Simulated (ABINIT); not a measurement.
Runs of ABINIT 10.8.3 (patched build) on ZnS (Wurtzite-2H). It takes space group P6_3mc (No. 186, hexagonal). The conventional cell has a = 3.811 Å, b = 3.811 Å, c = 6.234 Å, α = 90.00°, β = 90.00°, γ = 120.00°. Zn (site symmetry 3m) has 4 S at 2.31 to 2.40 Å as nearest neighbours. S (site symmetry 3m) has 4 Zn at 2.31 to 2.40 Å as nearest neighbours. 

```tsv
level	gap on the mesh (eV)	pressure (GPa)	largest force (eV/Å)
PBEsol	2.10	-1.3	0.31
revPBE	2.36	4.1	0.32
r2SCAN	2.80	0.2	0.32
LDA	(a)	(c)	0.30
PW91	(d)	2.1	0.32
RPBE	2.40	4.8	0.33
PBE	2.24	2.3	0.32
BLYP	(b)	6.3	0.34
```

Alike in all rows: task single point; potentials or basis JTH PAW PBE v2.0; no spin polarisation; cell as given; k mesh 8 × 8 × 5; cutoff (eV) 707; smearing fermi-dirac 0.05 eV.

Q: Fill in the values left out.

A: (a) 1.98; (b) 2.22; (c) -3.9; (d) 2.21.

Caveats: the PAW data sets were made with another functional, which shifts forces and pressure a little (some runs).

